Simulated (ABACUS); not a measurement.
Crystal: KCl (Sylvite).

```
K Cl
1.0
     0.00000    3.14647    3.14647
     3.14647    0.00000    3.14647
     3.14647    3.14647    0.00000
K Cl
1 1
Direct
  0.00000 0.00000 0.00000
  0.50000 0.50000 0.50000
```

- Program: ABACUS 3.10.1
- Task: single point
- Functional: PBE
- Potentials or basis: PseudoDojo NC SR 0.4.1 PBE standard
- Cutoff: 1007 eV
- Density cutoff: 4027 eV
- Basis: plane waves
- k mesh: 7 × 7 × 7
- Occupations: fermi-dirac, width 0.05 eV
- Spin: no spin polarisation

On this cell: pressure 0.7 GPa; largest force zero by symmetry; band gap on the k mesh 5.19 eV, direct.

The same run follows on a disturbed copy (atoms moved at random, drawn with an rms of 0.05 Å):

```
K Cl
1.0
     0.00000    3.14647    3.14647
     3.14647    0.00000    3.14647
     3.14647    3.14647    0.00000
K Cl
1 1
Direct
  0.98882 0.01186 0.99803
  0.48303 0.50210 0.50564
```

**Question.** What does the disturbed cell give?

**Answer.** The energy moves by +0.8 meV/atom; pressure 0.8 GPa; largest force 0.066 eV/Å; band gap on the k mesh 5.19 eV, direct.

Forces in eV/Å, atoms in the order of the input:
```
K   -0.009  0.007 -0.065
Cl   0.009 -0.007  0.065
```

Caveats: an odd mesh through Γ misses points on the zone boundary, where band edges often lie.
